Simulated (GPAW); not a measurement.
Here is a GPAW 26.7.0 calculation.

File run.py:

```python
from ase.eos import EquationOfState
from ase.io import Trajectory
from ase.spacegroup import crystal
from ase.units import GPa
from gpaw import GPAW, PW

# Ga 4a
# N 4d
atoms = crystal(['Ga', 'N'],
                basis=[[0.0, 0.0, 0.0],
                       [0.25, 0.25, 0.75]],
                spacegroup=216, setting=1,  # F-43m
                cellpar=[4.50700122, 4.50700122, 4.50700122, 90.0, 90.0, 90.0],
                primitive_cell=True)

traj = Trajectory('eos.traj', 'w')
volumes, energies = [], []
for x in [0.94, 0.96, 0.98, 1.0, 1.02, 1.04, 1.06]:
    a = atoms.copy()
    a.set_cell(atoms.cell * x**(1 / 3), scale_atoms=True)
    calc = GPAW(mode=PW(800),
                xc={'name': 'BEEF-vdW', 'backend': 'libvdwxc'},
                kpts={'size': (10, 10, 10), 'gamma': True},
                occupations={'name': 'fermi-dirac', 'width': 0.05},
                nbands=11,
                convergence={'density': 1e-05, 'energy': 1e-05},
                maxiter=150,
                txt=f'eos-{x:.2f}.txt')
    a.calc = calc
    energies.append(a.get_potential_energy(force_consistent=True))
    volumes.append(a.get_volume())
    calc.write(f'eos-{x:.2f}.gpw')
    traj.write(a)
    print(f'{x:.2f} {volumes[-1]:10.4f} A^3 {energies[-1]:14.6f} eV', flush=True)

v0, e0, B = EquationOfState(volumes, energies, eos='birchmurnaghan').fit()
print(f'V0 = {v0:.4f} A^3, E0 = {e0:.6f} eV, B0 = {B / GPa:.2f} GPa')
```

Potentials or basis: GPAW PAW data sets (gpaw-data 1.2.1), pw.

Command:

```sh
$ OMP_NUM_THREADS=1 python run.py
```

Predict the bulk modulus.

175 GPa (rough).

Predict the equilibrium volume.

12.25 Å³/atom (rough: see the caveat).

Energy against volume, from the lowest point:
```tsv
volume (Å³/atom)	energy (meV/atom)
10.757	127.78
10.986	87.66
11.215	56.27
11.444	32.57
11.673	15.76
11.902	5.01
12.131	0.00
```

Caveat: the data sets keep Ga 3d, Li 1s and Be 1s frozen, and some such compounds lay over 1.5 % in volume off other programs; the minimum lies outside the volumes run; the PAW data sets were made with another functional, which shifts forces and pressure a little.
